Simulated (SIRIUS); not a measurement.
# ZnSe (Stilleite) (F-43m) in SIRIUS: notebook, part 5 of 8

SIRIUS 7.12.0.

## 10. Single point, PBE

Input file sirius.json:

```json
{
  "control": {
    "processing_unit": "cpu",
    "std_evp_solver_name": "lapack",
    "gen_evp_solver_name": "lapack",
    "verbosity": 2,
    "print_forces": true,
    "ortho_rf": true,
    "use_second_variation": true,
    "rmt_max": 3.0,
    "num_bands_to_print": 24,
    "save_wf": true
  },
  "parameters": {
    "electronic_structure_method": "full_potential_lapwlo",
    "xc_functionals": ["XC_GGA_X_PBE", "XC_GGA_C_PBE"],
    "core_relativity": "dirac",
    "valence_relativity": "iora",
    "num_fv_states": 29,
    "smearing": "fermi_dirac",
    "smearing_width": 0.0018374661,
    "pw_cutoff": 20,
    "gk_cutoff": 3.77,
    "lmax_apw": 10,
    "lmax_rho": 8,
    "lmax_pot": 8,
    "num_mag_dims": 0,
    "auto_rmt": 0,
    "ngridk": [8, 8, 8],
    "shiftk": [0, 0, 0],
    "num_dft_iter": 80,
    "energy_tol": 1e-07,
    "density_tol": 1e-05,
    "use_symmetry": true
  },
  "settings": {"tol_ne": 1e-10},
  "iterative_solver": {"type": "exact"},
  "mixer": {"type": "anderson", "beta": 0.5, "max_history": 8},
  "unit_cell": {
    "lattice_vectors": [[0.0, 5.355105892, 5.355105892], [5.355105892, 0.0, 5.355105892], [5.355105892, 5.355105892, 0.0]],
    "atom_types": ["Se", "Zn"],
    "atom_files": {"Se": "Se.json", "Zn": "Zn.json"},
    "atoms": {"Se": [[0.75, 0.75, 0.75]], "Zn": [[0.0, 0.0, 0.0]]}
  }
}
```

Input file Se.json:

```json
{
  "name": "selenium",
  "symbol": "Se",
  "number": 34,
  "mass": 78.96,
  "rmin": 1e-06,
  "rmt": 2.23,
  "nrmt": 800,
  "rinf": 13.6,
  "core": "1s2s2p",
  "valence": [
    {"basis": [{"enu": -0.07, "dme": 0, "n": 0, "auto": 0}, {"enu": -0.07, "dme": 1, "n": 0, "auto": 0}]},
    {"l": 0, "n": 1, "basis": [{"enu": -0.1183, "dme": 0, "n": 0, "auto": 0}]},
    {"l": 1, "n": 2, "basis": [{"enu": 0.03, "dme": 0, "n": 0, "auto": 0}]},
    {"l": 2, "n": 3, "basis": [{"enu": 0.03, "dme": 0, "n": 0, "auto": 0}]},
    {"l": 3, "n": 4, "basis": [{"enu": 0.03, "dme": 0, "n": 0, "auto": 0}]}
  ],
  "lo": [
    {
      "l": 0,
      "basis": [{"enu": -0.1183, "dme": 0, "n": 0, "auto": 0}, {"enu": -0.1183, "dme": 1, "n": 0, "auto": 0}]
    },
    {
      "l": 0,
      "basis": [{"enu": -0.1183, "dme": 1, "n": 0, "auto": 0}, {"enu": -0.1183, "dme": 2, "n": 0, "auto": 0}]
    },
    {
      "l": 0,
      "basis": [{"enu": -7.5218, "dme": 0, "n": 3, "auto": 1}, {"enu": -7.5218, "dme": 1, "n": 3, "auto": 1}]
    },
    {
      "l": 0,
      "basis": [{"enu": -0.1183, "dme": 0, "n": 0, "auto": 0}, {"enu": 2.2947, "dme": 0, "n": 0, "auto": 0}]
    },
    {"l": 1, "basis": [{"enu": 0.03, "dme": 0, "n": 0, "auto": 0}, {"enu": 0.03, "dme": 1, "n": 0, "auto": 0}]},
    {
      "l": 1,
      "basis": [{"enu": -5.3306, "dme": 0, "n": 3, "auto": 1}, {"enu": -5.3306, "dme": 1, "n": 3, "auto": 1}]
    },
    {
      "l": 1,
      "basis": [{"enu": -5.3306, "dme": 1, "n": 3, "auto": 1}, {"enu": 0.03, "dme": 0, "n": 0, "auto": 0}]
    },
    {"l": 1, "basis": [{"enu": 0.03, "dme": 0, "n": 0, "auto": 0}, {"enu": 3.7301, "dme": 0, "n": 0, "auto": 0}]},
    {"l": 2, "basis": [{"enu": 0.03, "dme": 0, "n": 0, "auto": 0}, {"enu": 0.03, "dme": 1, "n": 0, "auto": 0}]},
    {
      "l": 2,
      "basis": [{"enu": -1.6895, "dme": 0, "n": 3, "auto": 1}, {"enu": -1.6895, "dme": 1, "n": 3, "auto": 1}]
    },
    {
      "l": 2,
      "basis": [{"enu": -1.6895, "dme": 1, "n": 3, "auto": 1}, {"enu": 0.03, "dme": 0, "n": 0, "auto": 0}]
    },
    {"l": 2, "basis": [{"enu": 0.03, "dme": 0, "n": 0, "auto": 0}, {"enu": 4.2127, "dme": 0, "n": 0, "auto": 0}]},
    {"l": 3, "basis": [{"enu": 0.03, "dme": 0, "n": 0, "auto": 0}, {"enu": 0.03, "dme": 1, "n": 0, "auto": 0}]},
    {"l": 3, "basis": [{"enu": 0.03, "dme": 0, "n": 0, "auto": 0}, {"enu": 3.529, "dme": 0, "n": 0, "auto": 0}]}
  ],
  "free_atom": [... radial grid and density of the free atom, the start of the SCF ...]
}
```

Input file Zn.json:

```json
{
  "name": "zinc",
  "symbol": "Zn",
  "number": 30,
  "mass": 65.38,
  "rmin": 1e-06,
  "rmt": 2.23,
  "nrmt": 800,
  "rinf": 14.28,
  "core": "1s2s2p",
  "valence": [
    {"basis": [{"enu": -0.07, "dme": 0, "n": 0, "auto": 0}, {"enu": -0.07, "dme": 1, "n": 0, "auto": 0}]},
    {"l": 0, "n": 1, "basis": [{"enu": 0.03, "dme": 0, "n": 0, "auto": 0}]},
    {"l": 1, "n": 2, "basis": [{"enu": 0.03, "dme": 0, "n": 0, "auto": 0}]},
    {"l": 2, "n": 3, "basis": [{"enu": 0.002, "dme": 0, "n": 0, "auto": 0}]},
    {"l": 3, "n": 4, "basis": [{"enu": 0.03, "dme": 0, "n": 0, "auto": 0}]}
  ],
  "lo": [
    {"l": 0, "basis": [{"enu": 0.03, "dme": 0, "n": 0, "auto": 0}, {"enu": 0.03, "dme": 1, "n": 0, "auto": 0}]},
    {
      "l": 0,
      "basis": [{"enu": -4.4569, "dme": 0, "n": 3, "auto": 1}, {"enu": -4.4569, "dme": 1, "n": 3, "auto": 1}]
    },
    {
      "l": 0,
      "basis": [{"enu": -4.4569, "dme": 1, "n": 3, "auto": 1}, {"enu": 0.03, "dme": 0, "n": 0, "auto": 0}]
    },
    {"l": 0, "basis": [{"enu": 0.03, "dme": 0, "n": 0, "auto": 0}, {"enu": 3.2474, "dme": 0, "n": 0, "auto": 0}]},
    {"l": 1, "basis": [{"enu": 0.03, "dme": 0, "n": 0, "auto": 0}, {"enu": 0.03, "dme": 1, "n": 0, "auto": 0}]},
    {
      "l": 1,
      "basis": [{"enu": -2.7979, "dme": 0, "n": 3, "auto": 1}, {"enu": -2.7979, "dme": 1, "n": 3, "auto": 1}]
    },
    {
      "l": 1,
      "basis": [{"enu": -2.7979, "dme": 1, "n": 3, "auto": 1}, {"enu": 0.03, "dme": 0, "n": 0, "auto": 0}]
    },
    {"l": 1, "basis": [{"enu": 0.03, "dme": 0, "n": 0, "auto": 0}, {"enu": 3.7301, "dme": 0, "n": 0, "auto": 0}]},
    {"l": 2, "basis": [{"enu": 0.002, "dme": 0, "n": 0, "auto": 0}, {"enu": 0.002, "dme": 1, "n": 0, "auto": 0}]},
    {"l": 2, "basis": [{"enu": 0.002, "dme": 1, "n": 0, "auto": 0}, {"enu": 0.002, "dme": 2, "n": 0, "auto": 0}]},
    {"l": 2, "basis": [{"enu": 0.002, "dme": 0, "n": 0, "auto": 0}, {"enu": 3.139, "dme": 0, "n": 0, "auto": 0}]},
    {"l": 3, "basis": [{"enu": 0.03, "dme": 0, "n": 0, "auto": 0}, {"enu": 0.03, "dme": 1, "n": 0, "auto": 0}]},
    {"l": 3, "basis": [{"enu": 0.03, "dme": 0, "n": 0, "auto": 0}, {"enu": 3.529, "dme": 0, "n": 0, "auto": 0}]}
  ],
  "free_atom": [... radial grid and density of the free atom, the start of the SCF ...]
}
```

Input file sirius_start.json:

```json
{
  "control": {
    "processing_unit": "cpu",
    "std_evp_solver_name": "lapack",
    "gen_evp_solver_name": "lapack",
    "verbosity": 1,
    "print_forces": false,
    "ortho_rf": true,
    "use_second_variation": true,
    "rmt_max": 3.0,
    "num_bands_to_print": 24,
    "save_wf": false
  },
  "parameters": {
    "electronic_structure_method": "full_potential_lapwlo",
    "xc_functionals": ["XC_LDA_X", "XC_LDA_C_PW"],
    "core_relativity": "dirac",
    "valence_relativity": "iora",
    "num_fv_states": 29,
    "smearing": "fermi_dirac",
    "smearing_width": 0.0055123983,
    "pw_cutoff": 20,
    "gk_cutoff": 3.01,
    "lmax_apw": 10,
    "lmax_rho": 8,
    "lmax_pot": 8,
    "num_mag_dims": 0,
    "auto_rmt": 0,
    "ngridk": [3, 3, 3],
    "shiftk": [0, 0, 0],
    "num_dft_iter": 30,
    "energy_tol": 0.01,
    "density_tol": 0.05,
    "use_symmetry": true
  },
  "settings": {"tol_ne": 1e-10},
  "iterative_solver": {"type": "exact"},
  "mixer": {"type": "anderson", "beta": 0.5, "max_history": 8},
  "unit_cell": {
    "lattice_vectors": [[0.0, 5.355105892, 5.355105892], [5.355105892, 0.0, 5.355105892], [5.355105892, 5.355105892, 0.0]],
    "atom_types": ["Se", "Zn"],
    "atom_files": {"Se": "Se.json", "Zn": "Zn.json"},
    "atoms": {"Se": [[0.75, 0.75, 0.75]], "Zn": [[0.0, 0.0, 0.0]]}
  }
}
```

Command:

```console
OMP_NUM_THREADS=1 sirius.scf --input=sirius_start.json --output=start.json
OMP_NUM_THREADS=1 sirius.scf --input=sirius.json --output=output.json --task=1
```

Run time: 63 s. Hardware: 1 thread of Arm Neoverse V1, shared host; peak memory 0.47 GiB.

Results (log left out):

```yaml
Free_energy: -115005.7931 eV
Band_gap_on_the_k_mesh: 1.28 eV, direct
All_electrons_inside_the_program's_atomic_spheres: Se 32.06; Zn 28.59 (radii Se 2.23, Zn 2.23 bohr)
```

Levels at points of the mesh, in eV from the valence-band top:
| k point | band 19 | band 20 | band 21 | band 22 | band 23 | band 24 | band 25 | band 26 |
| --- | --- | --- | --- | --- | --- | --- | --- | --- |
| (0.00, 0.00, 0.00) | -6.17 | 0.00 | 0.00 | 0.00 | 1.28 | 5.80 | 5.80 | 5.80 |
| (0.50, 0.00, 0.00) | -6.01 | -5.23 | -0.87 | -0.87 | 2.54 | 6.39 | 6.39 | 8.57 |
| (0.50, 0.50, 0.00) | -5.99 | -4.75 | -2.18 | -2.18 | 2.99 | 3.46 | 10.73 | 11.24 |

## 11. Equation of state, PBE, 21.39 Å³/atom (volume scaled by 0.94)

sirius.json, as its differences from that of step 10:

```diff
@@ -6,3 +6,3 @@
     "verbosity": 2,
-    "print_forces": true,
+    "print_forces": false,
     "ortho_rf": true,
@@ -39,3 +39,3 @@
   "unit_cell": {
-    "lattice_vectors": [[0.0, 5.355105892, 5.355105892], [5.355105892, 0.0, 5.355105892], [5.355105892, 5.355105892, 0.0]],
+    "lattice_vectors": [[0.0, 5.2457873425, 5.2457873425], [5.2457873425, 0.0, 5.2457873425], [5.2457873425, 5.2457873425, 0.0]],
     "atom_types": ["Se", "Zn"],
```

Input file Se.json:

```json
{
  "name": "selenium",
  "symbol": "Se",
  "number": 34,
  "mass": 78.96,
  "rmin": 1e-06,
  "rmt": 2.23,
  "nrmt": 800,
  "rinf": 13.6,
  "core": "1s2s2p",
  "valence": [
    {"basis": [{"enu": -0.04, "dme": 0, "n": 0, "auto": 0}, {"enu": -0.04, "dme": 1, "n": 0, "auto": 0}]},
    {"l": 0, "n": 1, "basis": [{"enu": -0.0883, "dme": 0, "n": 0, "auto": 0}]},
    {"l": 1, "n": 2, "basis": [{"enu": 0.06, "dme": 0, "n": 0, "auto": 0}]},
    {"l": 2, "n": 3, "basis": [{"enu": 0.06, "dme": 0, "n": 0, "auto": 0}]},
    {"l": 3, "n": 4, "basis": [{"enu": 0.06, "dme": 0, "n": 0, "auto": 0}]}
  ],
  "lo": [
    {
      "l": 0,
      "basis": [{"enu": -0.0883, "dme": 0, "n": 0, "auto": 0}, {"enu": -0.0883, "dme": 1, "n": 0, "auto": 0}]
    },
    {
      "l": 0,
      "basis": [{"enu": -0.0883, "dme": 1, "n": 0, "auto": 0}, {"enu": -0.0883, "dme": 2, "n": 0, "auto": 0}]
    },
    {
      "l": 0,
      "basis": [{"enu": -7.4918, "dme": 0, "n": 3, "auto": 1}, {"enu": -7.4918, "dme": 1, "n": 3, "auto": 1}]
    },
    {
      "l": 0,
      "basis": [{"enu": -0.0883, "dme": 0, "n": 0, "auto": 0}, {"enu": 2.3247, "dme": 0, "n": 0, "auto": 0}]
    },
    {"l": 1, "basis": [{"enu": 0.06, "dme": 0, "n": 0, "auto": 0}, {"enu": 0.06, "dme": 1, "n": 0, "auto": 0}]},
    {
      "l": 1,
      "basis": [{"enu": -5.3006, "dme": 0, "n": 3, "auto": 1}, {"enu": -5.3006, "dme": 1, "n": 3, "auto": 1}]
    },
    {
      "l": 1,
      "basis": [{"enu": -5.3006, "dme": 1, "n": 3, "auto": 1}, {"enu": 0.06, "dme": 0, "n": 0, "auto": 0}]
    },
    {"l": 1, "basis": [{"enu": 0.06, "dme": 0, "n": 0, "auto": 0}, {"enu": 3.7601, "dme": 0, "n": 0, "auto": 0}]},
    {"l": 2, "basis": [{"enu": 0.06, "dme": 0, "n": 0, "auto": 0}, {"enu": 0.06, "dme": 1, "n": 0, "auto": 0}]},
    {
      "l": 2,
      "basis": [{"enu": -1.6595, "dme": 0, "n": 3, "auto": 1}, {"enu": -1.6595, "dme": 1, "n": 3, "auto": 1}]
    },
    {
      "l": 2,
      "basis": [{"enu": -1.6595, "dme": 1, "n": 3, "auto": 1}, {"enu": 0.06, "dme": 0, "n": 0, "auto": 0}]
    },
    {"l": 2, "basis": [{"enu": 0.06, "dme": 0, "n": 0, "auto": 0}, {"enu": 4.2427, "dme": 0, "n": 0, "auto": 0}]},
    {"l": 3, "basis": [{"enu": 0.06, "dme": 0, "n": 0, "auto": 0}, {"enu": 0.06, "dme": 1, "n": 0, "auto": 0}]},
    {"l": 3, "basis": [{"enu": 0.06, "dme": 0, "n": 0, "auto": 0}, {"enu": 3.559, "dme": 0, "n": 0, "auto": 0}]}
  ],
  "free_atom": [... radial grid and density of the free atom, the start of the SCF ...]
}
```

Input file Zn.json:

```json
{
  "name": "zinc",
  "symbol": "Zn",
  "number": 30,
  "mass": 65.38,
  "rmin": 1e-06,
  "rmt": 2.23,
  "nrmt": 800,
  "rinf": 14.28,
  "core": "1s2s2p",
  "valence": [
    {"basis": [{"enu": -0.04, "dme": 0, "n": 0, "auto": 0}, {"enu": -0.04, "dme": 1, "n": 0, "auto": 0}]},
    {"l": 0, "n": 1, "basis": [{"enu": 0.06, "dme": 0, "n": 0, "auto": 0}]},
    {"l": 1, "n": 2, "basis": [{"enu": 0.06, "dme": 0, "n": 0, "auto": 0}]},
    {"l": 2, "n": 3, "basis": [{"enu": 0.032, "dme": 0, "n": 0, "auto": 0}]},
    {"l": 3, "n": 4, "basis": [{"enu": 0.06, "dme": 0, "n": 0, "auto": 0}]}
  ],
  "lo": [
    {"l": 0, "basis": [{"enu": 0.06, "dme": 0, "n": 0, "auto": 0}, {"enu": 0.06, "dme": 1, "n": 0, "auto": 0}]},
    {
      "l": 0,
      "basis": [{"enu": -4.4269, "dme": 0, "n": 3, "auto": 1}, {"enu": -4.4269, "dme": 1, "n": 3, "auto": 1}]
    },
    {
      "l": 0,
      "basis": [{"enu": -4.4269, "dme": 1, "n": 3, "auto": 1}, {"enu": 0.06, "dme": 0, "n": 0, "auto": 0}]
    },
    {"l": 0, "basis": [{"enu": 0.06, "dme": 0, "n": 0, "auto": 0}, {"enu": 3.2774, "dme": 0, "n": 0, "auto": 0}]},
    {"l": 1, "basis": [{"enu": 0.06, "dme": 0, "n": 0, "auto": 0}, {"enu": 0.06, "dme": 1, "n": 0, "auto": 0}]},
    {
      "l": 1,
      "basis": [{"enu": -2.7679, "dme": 0, "n": 3, "auto": 1}, {"enu": -2.7679, "dme": 1, "n": 3, "auto": 1}]
    },
    {
      "l": 1,
      "basis": [{"enu": -2.7679, "dme": 1, "n": 3, "auto": 1}, {"enu": 0.06, "dme": 0, "n": 0, "auto": 0}]
    },
    {"l": 1, "basis": [{"enu": 0.06, "dme": 0, "n": 0, "auto": 0}, {"enu": 3.7601, "dme": 0, "n": 0, "auto": 0}]},
    {"l": 2, "basis": [{"enu": 0.032, "dme": 0, "n": 0, "auto": 0}, {"enu": 0.032, "dme": 1, "n": 0, "auto": 0}]},
    {"l": 2, "basis": [{"enu": 0.032, "dme": 1, "n": 0, "auto": 0}, {"enu": 0.032, "dme": 2, "n": 0, "auto": 0}]},
    {"l": 2, "basis": [{"enu": 0.032, "dme": 0, "n": 0, "auto": 0}, {"enu": 3.169, "dme": 0, "n": 0, "auto": 0}]},
    {"l": 3, "basis": [{"enu": 0.06, "dme": 0, "n": 0, "auto": 0}, {"enu": 0.06, "dme": 1, "n": 0, "auto": 0}]},
    {"l": 3, "basis": [{"enu": 0.06, "dme": 0, "n": 0, "auto": 0}, {"enu": 3.559, "dme": 0, "n": 0, "auto": 0}]}
  ],
  "free_atom": [... radial grid and density of the free atom, the start of the SCF ...]
}
```

sirius_start.json, as its differences from that of step 10:

```diff
@@ -39,3 +39,3 @@
   "unit_cell": {
-    "lattice_vectors": [[0.0, 5.355105892, 5.355105892], [5.355105892, 0.0, 5.355105892], [5.355105892, 5.355105892, 0.0]],
+    "lattice_vectors": [[0.0, 5.2457873425, 5.2457873425], [5.2457873425, 0.0, 5.2457873425], [5.2457873425, 5.2457873425, 0.0]],
     "atom_types": ["Se", "Zn"],
```

Command:

```console
OMP_NUM_THREADS=1 sirius.scf --input=sirius_start.json --output=start.json
OMP_NUM_THREADS=1 sirius.scf --input=sirius.json --output=output.json --task=1
```

It took 56 s on 1 thread of Arm Neoverse V1, shared host; peak memory 0.45 GiB.

The run converged. Its results:

* Free energy: -115005.7208 eV
* Band gap on the k mesh: 1.54 eV, direct
* All electrons inside the program's atomic spheres: Se 32.11; Zn 28.65 (radii Se 2.23, Zn 2.23 bohr)

(Part 5 of 8 ends here.)
